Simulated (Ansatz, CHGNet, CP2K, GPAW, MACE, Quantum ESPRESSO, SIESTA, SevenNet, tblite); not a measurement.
## GPAW runs on the unslipped end of a generalised stacking fault on (111) (glide set) of a GaP-AlP solid solution (72 atoms)

Aim: run the unslipped end of a generalised stacking fault on (111) (glide set) of a GaP-AlP solid solution (72 atoms) in GPAW and see how near its forces come to a plane-wave reference, and at what cost.

Method: the method is named at each step, in GPAW 26.7.0.

**1. Starting point**

The cell holds 72 atoms: 18 Al, 36 P and 18 Ga. Cell: a = 6.683 Å, b = 11.576 Å, c = 19.103 Å, α = 90.0°, β = 90.0°, γ = 90.0°. Zinc-blende GaP lattice (a = 5.4569 Å, the value set for the mixture), cell with z along [111], 1 x 3 x 2 periods; the third cell vector is tilted by 0.000 of 1/2[11-2] and lengthened by 0.2 Å, so the stacking has no slip (glide set); displaced by a Gaussian of 0.01 Å; 18 of 36 Ga sites given to Al at random (lattice constant by Vegard's rule between GaP and AlP). Then every atom was moved at random, 0.02 Å r.m.s. a Cartesian component. The structure's axis is c.

The yardstick, on the same geometry:

| Quantity | Value |
| --- | --- |
| method | Kohn-Sham DFT, PBE, SSSP efficiency 1.3.0 pseudopotentials, plane waves (Quantum ESPRESSO 7.5); sssp-pbe-1.3.0-efficiency, cutoffs 60/480 Ry, Γ point |
| r.m.s. force component | 0.4425 eV/Å |
| longest force | 1.73 eV/Å |
| pressure | 1.206 GPa |
| gap (highest filled to lowest empty level) | 1.179 eV |
| time | 14 min on 4 MPI ranks of Arm Neoverse V1, shared host |
| CPU time | 55 min |

**2. PBE, LCAO dzp, h 0.2 Å**

Method: Kohn-Sham DFT, PBE, PAW, atomic orbitals (dzp).

Contents of run.py:

```python
import numpy as np
from ase.io import read
from gpaw import GPAW, FermiDirac

atoms = read("structure.xyz")
atoms.calc = GPAW(
    mode="lcao",
    basis="dzp",
    h=0.2,
    xc="PBE",
    kpts={"size": (1, 1, 1), "gamma": True},
    occupations=FermiDirac(0.05),
    maxiter=200,
    symmetry={"point_group": False},
    txt="gpaw.txt",
)
energy = atoms.get_potential_energy(force_consistent=True)
forces = atoms.get_forces()
print(f"energy {energy:.6f} eV")
print("forces (eV/A)")
for i, (a, f) in enumerate(zip(atoms, forces)):
    print(f"{i:4d} {a.symbol:2s} {f[0]:10.5f} {f[1]:10.5f} {f[2]:10.5f}")
print(f"Fermi level {atoms.calc.get_fermi_level():.4f} eV")
for k in range(len(atoms.calc.get_ibz_k_points())):
    for s in range(atoms.calc.get_number_of_spins()):
        e = atoms.calc.get_eigenvalues(kpt=k, spin=s)
        n = np.searchsorted(e, atoms.calc.get_fermi_level())
        print(f"k {k} spin {s} levels about the Fermi level:", np.round(e[max(n - 6, 0):n], 4).tolist(), "|", np.round(e[n:n + 6], 4).tolist())
```

Contents of structure.xyz:

```xyz
72
Lattice="6.68331 0.00000 0.00000 0.00000 11.57583 0.00000 0.00000 0.00000 19.10326" Properties=species:S:1:pos:R:3 pbc="T T T"
Al 3.27181 1.92425 0.38589
P 3.38463 1.93258 2.76481
Ga 5.53445 1.92217 3.59925
P 5.58685 1.95388 5.90807
Ga 0.04732 0.01239 0.37041
P 6.63833 0.00463 2.76176
Al 2.21552 11.55881 3.54136
P 2.20690 11.55152 5.89966
Ga 4.43117 0.04480 6.70181
P 4.44326 11.51043 9.07042
Al 3.34941 5.80736 0.39315
P 3.35415 5.76592 2.75507
Ga 5.57548 5.80470 3.55034
P 5.56178 5.76546 5.89527
Al 0.03342 3.82396 0.41874
P 6.66834 3.83843 2.74074
Ga 2.24840 3.86737 3.52780
P 2.25963 3.83473 5.89469
Al 4.47040 3.85359 6.67506
P 4.46646 3.86598 9.03183
Ga 1.08504 1.90422 6.68767
P 1.12026 1.89161 9.01559
Ga 3.30991 1.94543 9.82939
P 3.31806 1.93779 12.18941
Al 5.55497 1.91036 12.97933
P 5.58391 1.89577 15.37526
Ga 0.01958 0.00174 9.82595
P 0.00956 0.01007 12.16457
Al 2.26751 0.00359 13.02231
P 2.20863 11.55395 15.33839
Ga 4.46004 0.03357 16.17397
P 4.47154 11.55360 18.50036
Ga 3.33464 9.65065 0.42562
P 3.32501 9.63676 2.73807
Al 5.57194 9.65748 3.58473
P 5.56907 9.68966 5.92507
Ga 6.66787 7.72571 0.40212
P 6.66874 7.71680 2.72432
Al 2.24446 7.69202 3.52493
P 2.26945 7.70267 5.90787
Al 4.49486 7.73601 6.68213
P 4.45322 7.72536 9.06564
Ga 1.13496 5.75238 6.67181
P 1.11972 5.75527 9.08322
Al 3.32769 5.80736 9.87371
P 3.36244 5.78155 12.20488
Al 5.57562 5.74439 13.01906
P 5.58551 5.77020 15.33304
Al 6.66273 3.88415 9.81010
P 0.00374 3.87952 12.20106
Al 2.22267 3.86123 12.96405
P 2.24065 3.85417 15.40945
Ga 4.46238 3.84954 16.14225
P 4.44360 3.84850 18.47725
Al 1.09052 1.96488 16.12162
P 1.15561 1.93096 18.48794
[... 12 atom lines left out ...]
Ga 1.10589 5.77067 16.18180
P 1.10609 5.76638 18.58957
Al 1.08363 9.65552 16.12869
P 1.09740 9.61454 18.51641
```

On the command line:

```
OMP_NUM_THREADS=1 python run.py > output.txt
```

Numbers of over 12 decimals in the logs are rounded to 6 here.

The program printed:

```text
energy -336.009867 eV
forces (eV/A)
   0 Al    0.85682   -0.03483   -1.16231
   1 P    -0.71986   -0.46067   -0.46582
   2 Ga    0.38377    0.08978   -0.47844
   3 P    -0.28618   -0.08555    0.28295
   4 Ga   -0.48173   -0.14595   -0.91383
   5 P     0.69050   -0.11314   -0.13826
   6 Al   -0.30282    0.27937   -0.17171
   7 P     0.36088    0.24954   -0.41858
   8 Ga   -0.23579   -0.10182    0.30730
   9 P     0.32438    1.01049   -0.14995
  10 Al   -0.10000   -0.32047   -1.30149
  11 P     0.21516    0.50533   -0.41075
  12 Ga   -0.13333   -0.24632   -0.17841
  13 P     0.28173    0.40722    0.27482
  14 Al   -0.62433    0.05020   -1.56515
  15 P     0.40082    0.04431    0.14474
  16 Ga   -0.63601   -0.33044    0.16889
  17 P     0.20327   -0.22102   -0.06587
  18 Al   -0.37612    0.07263    0.25204
  19 P    -0.11014    0.20982   -0.03755
  20 Ga    0.38364    0.17300   -0.10032
  21 P    -0.23577    0.97338    0.27653
  22 Ga    0.31709   -0.37429   -0.06304
  23 P     0.37242   -0.00034    0.25019
[...]
64 Ga   -0.47420   -0.11686    0.59689
  65 P     0.34197    0.09864   -0.11133
  66 Ga   -0.63794    0.38291    0.40756
  67 P     0.22222    0.13914    1.23303
  68 Ga   -0.08842    0.19731    0.47755
  69 P     0.30475   -0.02494    0.73503
  70 Al    0.02555   -0.23502    0.35288
  71 P     0.45465    0.30399    0.72583
Fermi level 5.5372 eV
k 0 spin 0 levels about the Fermi level: [4.209, 4.3192, 4.3803, 4.4458, 4.8567, 4.9332] | [6.1315, 6.5539, 6.5921, 6.6321, 6.6818, 6.7993]
```

gpaw.txt:

```text
Input parameters:
  mode=LCAO(),
  basis={'default': 'dzp'},
  h=0.2,
  kpts=MonkhorstPack(size=(1, 1, 1), gamma=True),
  maxiter=200,
  occupations=Occupations(name='fermi-dirac', width=0.05, fixmagmom=False),
  symmetry=Symmetry(point_group=False),
  xc=XC(name='PBE')
Unit cell  # Å
| periodic |        x |         y |         z |   lengths |    angles |
|----------|----------|-----------|-----------|-----------|-----------|
|      yes | 6.683310 |  0.000000 |  0.000000 |  6.683310 | 90.000000 |
|      yes | 0.000000 | 11.575830 |  0.000000 | 11.575830 | 90.000000 |
|      yes | 0.000000 |  0.000000 | 19.103260 | 19.103260 | 90.000000 |
Number of symmetries: 1
Symmetry operations  # r_c * U_cc + t_c -> r_c
|   | kind |            matrix            |
|---|------|------------------------------|
| 0 |  E   |  1, 0, 0,  0, 1, 0,  0, 0, 1 |
BZ-sampling:
  Number of BZ points: 1
  Number of IBZ points: 1
  Monkhorst-Pack size: [1, 1, 1]
  Monkhorst-Pack shift: [0, 0, 0]
[... lines left out ...]
  Fermi-Dirac:
    width: 0.0500  # eV
FastPoissonSolver using
    Stencil: 6*3+1=19 point O(h^6) finite-difference Laplacian
xc functional:
  name: PBE with 2 nearest neighbor stencil
interpolation: tri-quintic # 5. degree polynomial
Initialization done in: 9.784 s
convergence criteria:
- Maximum [total energy] change in last 3 cyles: 0.0005 eV / valence electron
- Maximum integral of absolute [dens]ity change: 0.0001 electrons / valence electron
- Maximum integral of absolute [eigenst]ate change: 4e-08 eV^2 / valence electron
maximum number of iterations: 200
SCF iterations
|iter     |      energy | eigst |  dens |
|---------|-------------|-------|-------|
|iter:   1| -340.353769 |      c|       |
|iter:   2| -339.344033 |      c| -0.88 |
|iter:   3| -337.572547 |      c| -0.91 |
|iter:   4| -358.040938 |      c| -1.47 |
[...]
|iter:   8| -336.093141 |      c| -2.23 |
|iter:   9| -336.022910 |      c| -2.41 |
|iter:  10| -336.010604c|      c| -2.70 |
|iter:  11| -336.010158c|      c| -3.04 |
|iter:  12| -336.010016c|      c| -3.41 |
|iter:  13| -336.009872c|      c| -3.66 |
|iter:  14| -336.009858c|      c| -4.25c|
Converged in 14 steps
SCF loop duration: 220.255 s (15.732 s/step)
Energy contributions relative to reference atoms: (reference = -1405690.598002)
Energy contributions:
  Kinetic:         791.614436
  Coulomb:        -694.951325
  Zero:              1.053078
  External:          0.000000
  Xc:             -433.726038
  Entropy:          -0.000018
  Spinorbit:         0.000000
  ----------------------------
  Free energy:    -336.009867
  Extrapolated:   -336.009858
dipole moment: (34.549414, -56.445711, -31.519003)  # |e|*Ang
Fermi level: 5.537
Eigenvalues  # (at kpt = [0.000, 0.000, 0.000])
| band index |      eig [eV] | occ [0-2] |
|------------|---------------|-----------|
|          0 |        -7.554 |     2.000 |
|        ... |               |           |
|        136 |         4.157 |     2.000 |
|        137 |         4.165 |     2.000 |
[...]
|        151 |         6.946 |     0.000 |
|        ... |               |           |
|        176 |         8.571 |     0.000 |
Gap: 1.198 eV
Transition (v -> c):
  (s=0, k=0, n=143, [0.00, 0.00, 0.00]) -> (s=0, k=0, n=144, [0.00, 0.00, 0.00])
No difference between direct/indirect transitions
Force computation time: 36.634  # s
timing:  # [seconds]
  Total:  266.703  # ━━━━━━━━━━━━━━━━━━━━━━━━━━━━━━━━━━━━━━━━━━━━━━━━━━━━━━━━
  Init:     9.783  # ━━
  SCF:    220.255  # ━━━━━━━━━━━━━━━━━━━━━━━━━━━━━━━━━━━━━━━━━━━━━━
  Forces:  36.634  # ━━━━━━━╸
```

Run time: 4.5 min. Hardware: 1 thread of Arm Neoverse V1, shared host; peak memory 1.5 GiB.

Banners, paths, timers and routine set-up lines are dropped from the logs unmarked, and long logs keep their key lines alone; longer cuts are marked.

Numbers from this run, and their distance from the reference:

```yaml
r_m_s_force_component: 0.4869 eV/Å
r_m_s_difference_of_force_components: 86.09 meV/Å
longest_difference_of_force_vectors: 287.7 meV/Å
force_difference_over_r_m_s_force: 19.45 %
slope_of_forces_against_the_reference_s: 1.087
correlation_of_force_components: 0.9874
spacing_of_highest_filled_and_lowest_empty_level: 1.198 eV
gap_difference: 0.0194 eV
```

Length of the force difference by element (eV/Å):

| element | atoms | mean | most |
| --- | --- | --- | --- |
| Al | 18 | 0.026 | 0.056 |
| Ga | 18 | 0.091 | 0.21 |
| P | 36 | 0.19 | 0.29 |

Levels nearest the highest filled one (eV from it): -0.72, -0.61, -0.55, -0.49, -0.08, 0.00, 1.20, 1.62, 1.66, 1.70, 1.75, 1.87.

A closer look about Ga37, picked at random: 9 atoms, nearest first, numbered in the order of the input, with positions taken from that point.

| atom | x | y | z | distance (Å) | bonds | Fx | Fy | Fz (eV/Å) |
| --- | --- | --- | --- | --- | --- | --- | --- | --- |
| Ga37 | 0.00 | 0.00 | 0.00 | 0.00 | 4 | -0.43 | -0.23 | -1.45 |
| P38 | 0.00 | -0.01 | 2.32 | 2.32 | 4 | 0.49 | 0.44 | 0.63 |
| P72 | 1.11 | 1.89 | -0.99 | 2.41 | 4 | 0.45 | 0.30 | 0.73 |
| P70 | 1.12 | -1.96 | -0.92 | 2.44 | 4 | 0.30 | -0.02 | 0.74 |
| P68 | -2.23 | -0.03 | -1.02 | 2.45 | 4 | 0.22 | 0.14 | 1.23 |
| Al11 | -3.32 | -1.92 | -0.01 | 3.83 | 4 | -0.10 | -0.32 | -1.30 |
| Ga13 | -1.09 | -1.92 | 3.15 | 3.85 | 4 | -0.13 | -0.25 | -0.18 |
| Ga33 | -3.33 | 1.92 | 0.02 | 3.85 | 4 | -0.15 | -0.18 | -1.92 |
| Al39 | 2.26 | -0.03 | 3.12 | 3.85 | 4 | -0.45 | 0.03 | 0.14 |

Atoms are counted from 1 here, from 0 in the log.

Forces lie 19 % from the reference's, at 0.082 times its CPU time (on 1 against 4 cores).

**3. PBE, plane waves 450 eV**

Method: Kohn-Sham DFT, PBE, PAW, plane waves.

Edit run.py of step 2 so:

```diff
@@ -2,3 +2,4 @@
 from ase.io import read
-from gpaw import GPAW, FermiDirac
+from gpaw import GPAW, FermiDirac, PW
+from ase.parallel import parprint as print
 
@@ -6,5 +7,3 @@
 atoms.calc = GPAW(
-    mode="lcao",
-    basis="dzp",
-    h=0.2,
+    mode=PW(450),
     xc="PBE",
@@ -14,2 +13,3 @@
     symmetry={"point_group": False},
+    nbands=279,
     txt="gpaw.txt",
@@ -22,2 +22,6 @@
     print(f"{i:4d} {a.symbol:2s} {f[0]:10.5f} {f[1]:10.5f} {f[2]:10.5f}")
+stress = -atoms.get_stress(voigt=False) * 160.21766
+print("stress (GPa, compression positive)")
+for row in stress:
+    print(" ".join(f"{x:10.4f}" for x in row))
 print(f"Fermi level {atoms.calc.get_fermi_level():.4f} eV")
```

structure.xyz is that of step 2.

On the command line:

```
OMP_NUM_THREADS=1 mpirun -np 2 gpaw python run.py > output.txt
```

The program printed:

```text
energy -344.915658 eV
forces (eV/A)
   0 Al    0.83121   -0.02729   -1.14717
   1 P    -0.67158   -0.42135   -0.42684
   2 Ga    0.36115    0.08173   -0.44931
   3 P    -0.26087   -0.11648    0.24126
   4 Ga   -0.47789   -0.14528   -0.89451
   5 P     0.65318   -0.09311   -0.15276
[...]
69 P     0.29442   -0.00724    0.70039
  70 Al    0.02325   -0.23797    0.35247
  71 P     0.43529    0.29536    0.75522
stress (GPa, compression positive)
   -2.3440     0.2479    -0.4771
    0.2479     7.3270    -0.1669
   -0.4771    -0.1669     1.8550
Fermi level 5.4763 eV
k 0 spin 0 levels about the Fermi level: [4.176, 4.2845, 4.3437, 4.408, 4.811, 4.8856] | [6.0569, 6.4345, 6.5117, 6.5484, 6.5985, 6.7362]
```

gpaw.txt:

```text
Input parameters:
  mode=PW(ecut=450.000000),
  kpts=MonkhorstPack(size=(1, 1, 1), gamma=True),
  maxiter=200,
  nbands=279,
  occupations=Occupations(name='fermi-dirac', width=0.05, fixmagmom=False),
[... lines left out ...]
  Converge bands: occupied
[... lines left out ...]
  Fermi-Dirac:
[... lines left out ...]
convergence criteria:
- Maximum [total energy] change in last 3 cyles: 0.0005 eV / valence electron
[... lines left out ...]
Converged in 16 steps
[... lines left out ...]
  Free energy:    -344.915658
[... lines left out ...]
Fermi level: 5.476
[... lines left out ...]
|        ... |               |           |
[...]
Gap: 1.171 eV
Transition (v -> c):
  (s=0, k=0, n=143, [0.00, 0.00, 0.00]) -> (s=0, k=0, n=144, [0.00, 0.00, 0.00])
No difference between direct/indirect transitions
Force computation time: 3.897  # s
Stress tensor  # eV/Ang^3
|         x |         y |         z |
|-----------|-----------|-----------|
[...]
| -0.001548 | -0.045732 |  0.001041 |
|  0.002978 |  0.001041 | -0.011578 |
Stress computation time: 23.628  # s
```

Elapsed: 2.8 min, on 2 MPI ranks; peak memory 1.3 GiB; 5.6 min of CPU time.

Numbers from this run, and their distance from the reference:

```
r.m.s. force component                           : 0.4667 eV/Å
r.m.s. difference of force components            : 61.9 meV/Å
longest difference of force vectors              : 197.7 meV/Å
force difference over r.m.s. force               : 13.99 %
slope of forces against the reference's          : 1.046
correlation of force components                  : 0.9921
gap (highest filled to lowest empty level) : 1.171 eV
gap difference                                   : -0.0076 eV
pressure                                         : 2.279 GPa
pressure difference                              : 1.073 GPa
```

Against the first run (19 %), the force difference from the reference is 14 %, at 1.3 times the CPU time (on 2 against 1 cores).

The run ends at a pressure of 2.28 GPa, with forces up to 1.9 eV/Å.

[end of part 1 of 2]

[Also dropped from logs without a mark: logging warnings of Python, and SIESTA's first energy breakdown and zero terms.]

[Logs are printed without paths, hosts, clocks, repeated set-up lines and the standing remarks that a program may print on its own settings, such as how far it seeks lower states.]

[Hosts, paths, dates, database ids (printed as entryN), source tags and the programs' standing remarks are cut or masked in the printed files.]
